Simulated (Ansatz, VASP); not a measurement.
# Cross-check of GaP between VASP and Ansatz

Wanted: the spread between two codes on one cell, functional and k mesh. The cell is taken from a series of VASP runs on this material, whose earlier steps may have relaxed, scaled or displaced it; both programs get it as it stands. Other levels of theory on this material are compared in a session of their own.

Method: plane waves, with VASP 6.6.1 beside it; band structure at LDA, in Ansatz 0.2.0.

## Step 1: The starting structure

The structure is cubic, space group F-43m (No. 216). Conventional cell: a = 5.392 Å, b = 5.392 Å, c = 5.392 Å, α = 90.00°, β = 90.00°, γ = 90.00°. Nearest to Ga lie 4 P at 2.33 Å. P has 4 Ga at 2.33 Å nearest. Farther neighbours are not listed.

Coordinates:

```cif
data_structure
_symmetry_space_group_name_H-M 'F-43m'
_symmetry_Int_Tables_number 216
_cell_length_a 5.3915
_cell_length_b 5.3915
_cell_length_c 5.3915
_cell_angle_alpha 90.000
_cell_angle_beta 90.000
_cell_angle_gamma 90.000
_cell_volume 156.72
loop_
_atom_site_label
_atom_site_type_symbol
_atom_site_symmetry_multiplicity
_atom_site_Wyckoff_symbol
_atom_site_fract_x
_atom_site_fract_y
_atom_site_fract_z
_atom_site_occupancy
Ga1 Ga 4 a 0.00000 0.00000 0.00000 1
P1 P 4 c 0.25000 0.25000 0.25000 1
```

## Step 2: VASP: band structure, LDA

Levels along a path test the potential and the projectors away from the mesh points.

Lines of VASP's logs that name or quote its potential files are left out, and so is its time.

INCAR reads:

```
SYSTEM = GaP
PREC = Accurate
ENCUT = 350
EDIFF = 1E-06
NELM = 100
ISMEAR = 0
SIGMA = 0.03
LREAL = .FALSE.
ALGO = Normal
GGA = CA
NBANDS = 21
LORBIT = 11
LWAVE = .FALSE.
LCHARG = .FALSE.
KPAR = 4
LASPH = .TRUE.
```

POSCAR reads:

```
GaP
1.0
    0.0000000000      2.6957661112      2.6957661112
    2.6957661112      0.0000000000      2.6957661112
    2.6957661112      2.6957661112      0.0000000000
Ga P
1 1
Direct
    0.0000000000      0.0000000000      0.0000000000
    0.7500000000      0.7500000000      0.7500000000
```

KPOINTS reads:

```
Automatic mesh
0
Gamma
8 8 8
0 0 0
```

KPOINTS_OPT reads:

```
Line mode
10
Line-mode
Reciprocal
  0.00000000   0.00000000   0.00000000 GAMMA
  0.50000000   0.00000000   0.50000000 X

  0.50000000   0.00000000   0.50000000 X
  0.50000000   0.25000000   0.75000000 W

  0.50000000   0.25000000   0.75000000 W
  0.37500000   0.37500000   0.75000000 K

  0.37500000   0.37500000   0.75000000 K
  0.00000000   0.00000000   0.00000000 GAMMA

  0.00000000   0.00000000   0.00000000 GAMMA
  0.50000000   0.50000000   0.50000000 L

  0.50000000   0.50000000   0.50000000 L
  0.62500000   0.25000000   0.62500000 U

  0.62500000   0.25000000   0.62500000 U
  0.50000000   0.25000000   0.75000000 W

  0.50000000   0.25000000   0.75000000 W
  0.50000000   0.50000000   0.50000000 L

  0.50000000   0.50000000   0.50000000 L
  0.37500000   0.37500000   0.75000000 K

  0.62500000   0.25000000   0.62500000 U
  0.50000000   0.00000000   0.50000000 X
```

The projector-augmented-wave data sets are Ga_d and P (LDA family, release 64).

Run with:

```bash
$ mpirun -np 4 vasp_std
```

Numbers of over 12 decimals in the logs are rounded to 6 here.

Output:

```text
[banner, memory and clock lines left out]
running    4 mpi-ranks, on    1 nodes
 distrk:  each k-point on    1 cores,    4 groups
 distr:  one band on    1 cores,    1 groups

 POSCAR found type information on POSCAR GaP
 POSCAR found :  2 types and       2 ions
 LDA part: xc-table for (Slater(with rela. corr.)+CA(PZ))
 , standard interpolation
 POSCAR, INCAR and KPOINTS ok, starting setup
 FFT: planning ... GRIDC
 FFT: planning ... GRID_SOFT
 FFT: planning ... GRID
 WAVECAR not read
 entering main loop
       N       E                     dE             d eps       ncg     rms          rms(c)
DAV:   1     0.898000515818E+02    0.89800E+02   -0.67617E+03  1348   0.102E+03
DAV:   2    -0.209094759207E+01   -0.91891E+02   -0.85467E+02  1292   0.271E+02
DAV:   3    -0.106320522715E+02   -0.85411E+01   -0.84708E+01  1430   0.586E+01
DAV:   4    -0.107823583691E+02   -0.15031E+00   -0.15022E+00  1465   0.810E+00
DAV:   5    -0.107841423356E+02   -0.17840E-02   -0.17839E-02  1395   0.880E-01    0.449E+00
DAV:   6    -0.105059653494E+02    0.27818E+00   -0.23842E-01  1844   0.798E+00    0.291E+00
DAV:   7    -0.104554102632E+02    0.50555E-01   -0.67102E-02  1503   0.154E+00    0.106E+00
DAV:   8    -0.104507840978E+02    0.46262E-02   -0.10108E-02  1396   0.867E-01    0.247E-01
DAV:   9    -0.104507207914E+02    0.63306E-04   -0.92530E-04  1771   0.293E-01    0.606E-02
DAV:  10    -0.104507157445E+02    0.50468E-05   -0.46147E-05  1848   0.741E-02    0.276E-02
DAV:  11    -0.104507215782E+02   -0.58337E-05   -0.98840E-06  1432   0.326E-02    0.107E-02
DAV:  12    -0.104507213542E+02    0.22401E-06   -0.33165E-07   938   0.430E-03
   1 F= -.10450721E+02 E0= -.10450721E+02  d E =-.434053E-13
 Start KPOINTS_OPT (optional k-point list driver)
k-point batch [1-29\100]
       N       E                     dE             ncg
DAV:   1    -0.100149512050E+03   -0.14004E+05     1341
DAV:   2    -0.271982726114E+04   -0.26197E+04     1310
DAV:   3    -0.297797531505E+04   -0.25815E+03     1473
DAV:   4    -0.298258319956E+04   -0.46079E+01     1503
DAV:   5    -0.298263555225E+04   -0.52353E-01     1467
DAV:   6    -0.298263715936E+04   -0.16071E-02     1739
DAV:   7    -0.298263718287E+04   -0.23505E-04     1403
DAV:   8    -0.298263718377E+04   -0.90748E-06     1304
[...]
k-point batch [88-100\100]
       N       E                     dE             ncg
DAV:   1     0.813396243670E+04   -0.74189E+04      595
DAV:   2     0.694121749962E+04   -0.11927E+04      604
DAV:   3     0.683389147228E+04   -0.10733E+03      690
DAV:   4     0.683213230223E+04   -0.17592E+01      624
DAV:   5     0.683211081557E+04   -0.21487E-01      671
DAV:   6     0.683211007430E+04   -0.74127E-03      753
DAV:   7     0.683211007017E+04   -0.41232E-05      638
DAV:   8     0.683211006997E+04   -0.19912E-06      549
```

OUTCAR, selected parts (step 2):

```text
ion  position               nearest neighbor table
   1  0.000  0.000  0.000-   2 2.33   2 2.33   2 2.33   2 2.33
   2  0.750  0.750  0.750-   1 2.33   1 2.33   1 2.33   1 2.33

  LATTYP: Found a face centered cubic cell.
 ALAT       =     5.3915322224

 Subroutine GETGRP returns: Found 24 space group operations
 (whereof 24 operations were pure point group operations)

The static configuration has the point symmetry T_d .

 Found     29 irreducible k-points:

   k-points           NKPTS =     29   k-points in BZ     NKDIM =     29   number of bands    NBANDS=     21

   dimension x,y,z NGX =    24 NGY =   24 NGZ =   24
   dimension x,y,z NGXF=    48 NGYF=   48 NGZF=   48

   ENCUT  =  350.0 eV  25.72 Ry    5.07 a.u.   5.82  5.82  5.82*2*pi/ulx,y,z

   NELECT =      18.0000    total number of electrons

 k-points in reciprocal lattice and weights: Automatic mesh
   0.00000000  0.00000000  0.00000000       0.002
   0.12500000  0.00000000  0.00000000       0.016
   0.25000000  0.00000000  0.00000000       0.016
   0.37500000  0.00000000  0.00000000       0.016
   0.50000000  0.00000000  0.00000000       0.008
   0.12500000  0.12500000  0.00000000       0.012
   0.25000000  0.12500000  0.00000000       0.047
   0.37500000  0.12500000  0.00000000       0.047
   0.50000000  0.12500000  0.00000000       0.047
[...]
-0.37500000  0.50000000  0.12500000       0.023
  -0.25000000  0.50000000  0.25000000       0.012

 average (electrostatic) potential at core
       1 -66.2537       2 -84.3095

 E-fermi :   4.9864

 k-point     1 :       0.0000    0.0000    0.0000
  band No.  band energies     occupation
    ...
      5      -9.8003      2.00000
      6      -7.9129      2.00000
      7       4.8471      2.00000
      8       4.8471      2.00000
      9       4.8471      2.00000
     10       6.7550      0.00000
     11       8.6311      0.00000
     12       8.6311      0.00000
     13       8.6311      0.00000
     14      13.4874      0.00000
    ...

 k-point     2 :       0.1250    0.0000    0.0000
  band No.  band energies     occupation
    ...
      5      -9.8005      2.00000
      6      -7.7018      2.00000
      7       3.1706      2.00000
      8       4.6007      2.00000
      9       4.6007      2.00000
     10       7.3223      0.00000
     11       8.9992      0.00000
     12       8.9992      0.00000
     13       9.2724      0.00000
     14      14.0112      0.00000
    ...

 k-point     3 :       0.2500    0.0000    0.0000
  band No.  band energies     occupation
    ...
      5      -9.7991      2.00000
      6      -7.1013      2.00000
      7       0.8436      2.00000
      8       4.1437      2.00000
      9       4.1437      2.00000
     10       6.9640      0.00000
     11       9.5196      0.00000
     12       9.5196      0.00000
     13      11.2067      0.00000
     14      13.8118      0.00000
    ...

  Total       -0.0209369     -0.0209369     -0.0209369     -0.0000000      0.0000000      0.0000000
  in kB       -0.8561424     -0.8561424     -0.8561424     -0.0000000      0.0000000      0.0000000
  external PRESSURE =      -0.8561424 kB  Pullay stress =       0.0000000 kB

  energy-cutoff  :      350.00
  volume of cell :       39.18
      direct lattice vectors                 reciprocal lattice vectors
     0.000000000  2.695766111  2.695766111    -0.185476031  0.185476031  0.185476031
     2.695766111  0.000000000  2.695766111     0.185476031 -0.185476031  0.185476031
     2.695766111  2.695766111  0.000000000     0.185476031  0.185476031 -0.185476031

 POSITION                                       TOTAL-FORCE (eV/Angst)
 -----------------------------------------------------------------------------------
      0.00000      0.00000      0.00000         0.000000      0.000000      0.000000
      4.04365      4.04365      4.04365        -0.000000     -0.000000     -0.000000
 -----------------------------------------------------------------------------------
    total drift:                               -0.000001     -0.000001     -0.000002

  FREE ENERGIE OF THE ION-ELECTRON SYSTEM (eV)
  ---------------------------------------------------
  free  energy   TOTEN  =       -10.4507213542 eV

  energy  without entropy=      -10.4507213542  energy(sigma->0) =      -10.45072135

 total charge
# of ion       s       p       d       tot
------------------------------------------
    1        0.878   0.896  10.016  11.789
    2        1.023   1.534   0.000   2.557
--------------------------------------------------
tot          1.900   2.430  10.016  14.346

[... 3 further parts left out ...]
```

The run ends at a pressure of -0.09 GPa.

## Step 3: Ansatz: band structure, LDA

Ansatz runs on its default PAW (the set named soft_2) files.

The same cell, functional (in two slightly different forms), mesh and smearing now go to Ansatz, which takes its cutoff from its data sets.

input.yaml reads:

```yaml
crystal:
  lattice:
    - [0.0, 2.6957661112, 2.6957661112]
    - [2.6957661112, 0.0, 2.6957661112]
    - [2.6957661112, 2.6957661112, 0.0]
  atoms:
    - { symbol: Ga, position: [0.0, 0.0, 0.0] }
    - { symbol: P, position: [0.75, 0.75, 0.75] }
hamiltonian:
  xc: lda
  pseudopotentials: { kind: paw }
kpoints:
  mp_grid: { grid: [8, 8, 8] }
  band_path:
    path:
      - [0.0, 0.0, 0.0]
      - [0.16667, 0.0, 0.16667]
      - [0.33333, 0.0, 0.33333]
      - [0.44444, 0.0, 0.44444]
      - [0.5, 0.0, 0.5]
      - [0.5, 0.08333, 0.58333]
      - [0.5, 0.19444, 0.69444]
      - [0.5, 0.25, 0.75]
      - [0.45833, 0.29167, 0.75]
      - [0.40278, 0.34722, 0.75]
      - [0.375, 0.375, 0.75]
      - [0.20833, 0.20833, 0.41667]
      - [0.08333, 0.08333, 0.16667]
      - [0.0, 0.0, 0.0]
      - [0.22222, 0.22222, 0.22222]
      - [0.38889, 0.38889, 0.38889]
      - [0.51389, 0.47222, 0.51389]
      - [0.55556, 0.38889, 0.55556]
      - [0.61111, 0.27778, 0.61111]
      - [0.61111, 0.25, 0.63889]
      - [0.56944, 0.25, 0.68056]
      - [0.51389, 0.25, 0.73611]
      - [0.5, 0.27778, 0.72222]
      - [0.5, 0.38889, 0.61111]
      - [0.5, 0.47222, 0.52778]
      - [0.48611, 0.48611, 0.52778]
      - [0.43056, 0.43056, 0.63889]
      - [0.38889, 0.38889, 0.72222]
      - [0.59722, 0.19444, 0.59722]
      - [0.55556, 0.11111, 0.55556]
      - [0.5, 0.0, 0.5]
    npoints: 1
scf:
  occupations: { method: gaussian, width: 0.03 }
  n_extra_bands: 7
output:
  forces: true
  stress: true
  eigenvalues: true
```

Run with:

```bash
$ ansatz run input.yaml --threads 2 --pin off --max-ram 4608MiB --backend cpu --events-out ev --progress --plain --runs-dir out
```

Output:

```text
scf.n_extra_bands = 7 over 9 filled bands (N_el = 18.0): the run solves 16 bands
Engine: ansatz 0.2.0, x86_64-unknown-linux-gnu
Pseudopotentials: kind: paw
Pseudopotential: Ga, paw, valence charge 13, recommended cutoff 420 eV (normal), Ga.paw.azcp
Pseudopotential: P, paw, valence charge 5, recommended cutoff 420 eV (normal), P.paw.azcp
Functional definition: SPW92
  exchange = slater_x
  correlation = pw_c
Crystal: 2 atoms, lattice volume = 39.181 Å³
Basis set: ecut = 420 eV, 749 PW (Γ)
Bands: 16, of which v1, the nominal top of the filled ones, is band 9 counted from 1 (8 counted from 0)
Symmetry: 24 space group operations
Space group: F-43m (ITA 216), of the structure as read, at distance tolerance 3.4e-5 Å
k-points: 29 of 512 (time reversal used)
Non-local potential: Ga, projectors of the file, l = 0: 2, l = 1: 2, l = 2: 3, l = 3: 1
Non-local potential: P, projectors of the file, l = 0: 2, l = 1: 2, l = 2: 2
PAW form: soft (Blöchl's): semilocal exchange-correlation on the pseudo side does not see the compensation charge
PAW frozen core: Ga, regenerated for the run's functional, and the local potential with it (the file was generated under x = pbe(κ = 0.804, μ = 0.219515), c = pbe(β = 0.066725))
PAW frozen core: P, regenerated for the run's functional, and the local potential with it (the file was generated under x = pbe(κ = 0.804, μ = 0.219515), c = pbe(β = 0.066725))
PAW one-centre angular grid: Ga, 590 points (default); XC on 64 Gauss nodes
PAW one-centre angular grid: P, 110 points (default); XC on 64 Gauss nodes
Initial density: superposition of atomic densities (neutral atoms: chi_scale 0, normalization atom), corrected by the library's trained network
Initial wavefunctions: pseudopotential atomic-orbital guess
Functional: x = slater, c = lda
SCF iter   1: F=—  HF=-4433.771541 eV  |F-HF|=—  |Δ(HF+E_count)|=         —  Δρ=6.11e-3  dr2=1.59e-2  ethr=1.77e-3  ⟨swp⟩=6.6  Hψ=3046  notcnv=0
preconditioner: auto → none  [insulator: Δε(μ)=1.373 eV  Ē_g=18.193 eV  σ=0.030 eV  W_gap=1.00  n_scr=14 (ndim 8)  ℏωp=25.2 eV  f_vac=0.009  D(μ)=0.00/eV (n_scr^D=0)  ε∞_Penn≈2.9]
SCF iter   2: F=—  HF=-4433.766445 eV  |F-HF|=—  |Δ(HF+E_count)|=   5.10e-3  Δρ=3.64e-3  dr2=2.22e-3  ethr=8.83e-5  ⟨swp⟩=3.0  Hψ=942  notcnv=0  defer=69
SCF iter   3: F=—  HF=-4433.765698 eV  |F-HF|=—  |Δ(HF+E_count)|=   7.47e-4  Δρ=1.04e-3  dr2=3.29e-4  ethr=1.23e-5  ⟨swp⟩=2.0  Hψ=790  notcnv=0  defer=69
SCF iter   4: F=—  HF=-4433.765551 eV  |F-HF|=—  |Δ(HF+E_count)|=   1.48e-4  Δρ=3.75e-4  dr2=2.54e-5  ethr=1.83e-6  ⟨swp⟩=2.1  Hψ=661  notcnv=0  defer=69
SCF iter   5: F=—  HF=-4433.765543 eV  |F-HF|=—  |Δ(HF+E_count)|=   7.46e-6  Δρ=3.19e-5  dr2=2.38e-7  ethr=1.41e-7  ⟨swp⟩=2.8  Hψ=664  notcnv=0  defer=69
SCF iter   6: F=-4433.765543 eV  HF=-4433.765543 eV  |F-HF|=2.80e-8  |Δ(HF+E_count)|=   6.81e-8  Δρ=1.00e-5  dr2=2.30e-8  ethr=5.56e-10  ⟨swp⟩=9.8  Hψ=2575  notcnv=0
SCF 1 converged in 6 iterations: F = -4433.765543 eV  dr2 = 2.30e-8
  greatest PAW one-centre occupation: 0.994 electrons in one spin orbital (limit 2), on the Ga atom at site 0 (counted from 0), in its partial waves of l = 2
NSCF: frozen V_eff on 31 k-points
SCF converged after 6 iterations
Free energy (F): -4433.765543 eV
Harris-Foulkes:  -4433.765543 eV  (|F-HF|=2.80e-8)
Internal energy: -4433.765543 eV  (E = F + TS)
E sigma→0 (E₀):  -4433.765543 eV
Fermi energy:    7.975392 eV
--- Per-component energies (eV) ---
  E_band       = -58.389392
  E_kinetic    = 187.689148
  E_local      = -2183.972663  (includes V_loc(G=0)·N_el)
  E_nonlocal   = 462.042498
  E_hartree    = 1009.064319
  E_xc         = -130.658136
  E_vxc        = -120.344922  (∫ρ·V_xc dr)
  E_paw        = -2452.774929  (= ΣΔE_a)
  E_vpaw       = -421.927092  (= ΣTr[D̂ρ^β])
  E_aug_tail   = -0.000127  (compensation charges beyond the density's cutoff)
  E_ewald      = -1327.001485
  E_core_change = 1.845831  (= ΣΔE_core)
  E_smearing   = -0.000000  (= −TS)
  E_closure    = 0.000000  (closes the sum)
  Σ components = -4433.765543   (vs F -4433.765543, Δ=0.00e0)
--- Forces (eV/Å), atoms counted from 1 ---
  atom   1  Ga    -0.00000000     0.00000000     0.00000000
  atom   2  P      0.00000000    -0.00000000    -0.00000000
  max |Σ_I F_I| component: 7.40e-17 eV/Å
--- Stress (GPa, compression-positive) ---
       -0.016280      -0.000000      -0.000000
        0.000000      -0.016280       0.000000
       -0.000000       0.000000      -0.016280
  P = ⅓ Tr σ = -0.0163 GPa (-0.163 kbar)
--- Band table (eV; the first three rows and the last of 29) ---
  k-point 0: bands = [... 5 lower, -5.5094, 7.2599, 7.2599, 7.2599, 9.1398, 11.0370, 11.0370, 11.0370, ... 3 higher]
  k-point 1: bands = [... 5 lower, -5.2983, 5.5776, 7.0134, 7.0134, 9.7161, 11.4042, 11.4042, 11.6741, ... 3 higher]
  k-point 2: bands = [... 5 lower, -4.6983, 3.2497, 6.5563, 6.5563, 9.3611, 11.9231, 11.9231, 13.6062, ... 3 higher]
  k-point 28: bands = [... 5 lower, -2.2484, 0.4727, 3.4824, 3.6254, 11.8584, 12.1633, 13.2550, 13.3162, ... 3 higher]
```

It took 2.4 s on 2 threads of Intel Xeon Platinum 8488C (Sapphire Rapids), shared host; peak memory 0.33 GiB; 4.1 s of CPU time.

The column dr2 measures how far the density is from self-consistency, as an energy; F and HF (Harris–Foulkes) agree once it is small.

## Step 4: Comparison

Known differences besides the potentials themselves: the two LDA forms differ slightly; the cutoff is 420 eV in Ansatz and 350 eV in VASP; VASP's log shows a relativistic correction to its local exchange, Ansatz's none. Total energies have different zeros and are not compared.

The two programs side by side:

```tsv
quantity	Ansatz	VASP	difference
pressure (GPa)	-0.02	-0.09	+0.07
gap over the path points (eV)	1.387	1.387	-0.001
```

Levels at points of the path, from each program's valence-band top (eV; 3 filled, then empty):

```tsv
k (reciprocal lattice)	Ansatz	VASP
0.000 0.000 0.000	0.00 0.00 0.00 1.88 3.78 3.78	0.00 0.00 0.00 1.91 3.78 3.78
0.167 0.000 0.167	-2.30 -1.07 -1.07 2.65 3.81 5.37	-2.29 -1.07 -1.07 2.65 3.83 5.38
0.333 0.000 0.333	-5.17 -2.35 -2.35 1.56 2.76 8.22	-5.15 -2.35 -2.35 1.57 2.77 8.24
0.444 0.000 0.444	-6.71 -2.77 -2.77 1.39 1.83 10.17	-6.70 -2.77 -2.77 1.39 1.84 10.20
0.500 0.000 0.500	-7.01 -2.83 -2.83 1.43 1.65 10.67	-7.00 -2.82 -2.82 1.43 1.65 10.70
0.500 0.083 0.583	-6.96 -3.10 -3.06 1.99 2.21 9.44	-6.95 -3.10 -3.06 1.99 2.22 9.47
0.500 0.194 0.694	-6.82 -3.68 -3.56 3.86 4.10 6.88	-6.81 -3.68 -3.56 3.87 4.11 6.90
0.500 0.250 0.750	-6.79 -3.78 -3.63 4.60 4.90 6.00	-6.78 -3.78 -3.64 4.60 4.92 6.01
0.458 0.292 0.750	-6.78 -3.96 -3.26 3.67 4.84 6.47	-6.77 -3.96 -3.26 3.68 4.86 6.49
0.403 0.347 0.750	-6.78 -4.14 -2.52 2.24 4.75 7.75	-6.77 -4.14 -2.52 2.25 4.76 7.78
```

Among the levels compared at these points, filled levels agree within 11 meV and empty ones within 36 meV. Ansatz's pressure holds a Pulay correction of 0.05 GPa; VASP's holds none.

## Step 5: What came out

- difference in gap over the path points (band structure, LDA): -7.0e-4 eV

The difference in gap over the path points is -7.0e-4 eV (band structure, LDA), within the 0.08 eV picked in this series as the mark of a large difference. 6 further runs of this series are not shown here. Such differences can come from data sets, numerical settings and the points named under the comparisons, not from the functional's error against experiment.

[Lines on the potential files, build, host, timing and source positions are cut from VASP's logs without a mark.]

[Logs are printed without paths, hosts, clocks, repeated set-up lines and the standing remarks that a program may print on its own settings, such as how far it seeks lower states.]

[Hosts, paths, dates, database ids (printed as entryN), source tags and the programs' standing remarks are cut or masked in the printed files.]
